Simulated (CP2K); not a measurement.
## Pb under changes of volume

One of the cells (40.672 Å³/atom); the others are scaled copies at fixed shape and fractional positions:

```
Pb
1.0
     4.86348    0.00000    0.00000
     2.43174    4.21190    0.00000
     2.43174    1.40397    3.97102
Pb
2
Direct
  0.25000 0.25000 0.25000
  0.00000 0.00000 0.00000
```

This isn't the form of Pb at room conditions, which is fcc.

| Item | Value |
| --- | --- |
| Program | CP2K 2026.2 |
| Functional | PBEsol |
| Potentials or basis | POTENTIAL_UZH Pb GTH-PBE-q4; TZVP-MOLOPT-PBE-GTH basis |
| Density cutoff | 6123 eV |
| k mesh | 7 × 7 × 7 |
| Occupations | fermi-dirac, width 0.05 eV |
| Spin | no spin polarisation |

```tsv
volume (Å³/atom)	energy over the lowest point (meV/atom)	pressure (GPa)
38.232	66.40	4.7
39.045	45.08	3.7
39.859	28.44	2.9
40.672	16.02	2.1
41.486	7.39	1.4
42.299	?	?
43.112	0.00	0.1
```

What does the run at 42.299 Å³/atom give?

Energy over the lowest point 2.16 meV/atom; pressure 0.7 GPa.

Worked out: A Birch-Murnaghan fit of order 3 (a polynomial in V^(-2/3)) to the other rows has its minimum at 43.33 Å³/atom, just outside them, with B0 = V·E''(V) = 28 GPa and B' = 4.6. It gives 2.16 meV/atom at 42.299 Å³/atom, against the run's 2.16, and -dE/dV = 0.7 GPa, against 0.7.

Energies are extrapolated to zero smearing.

Caveats: the potentials were made for another functional, which shifts forces and pressure; the basis of atomic orbitals isn't converged, which shifts pressures, moduli and gaps.
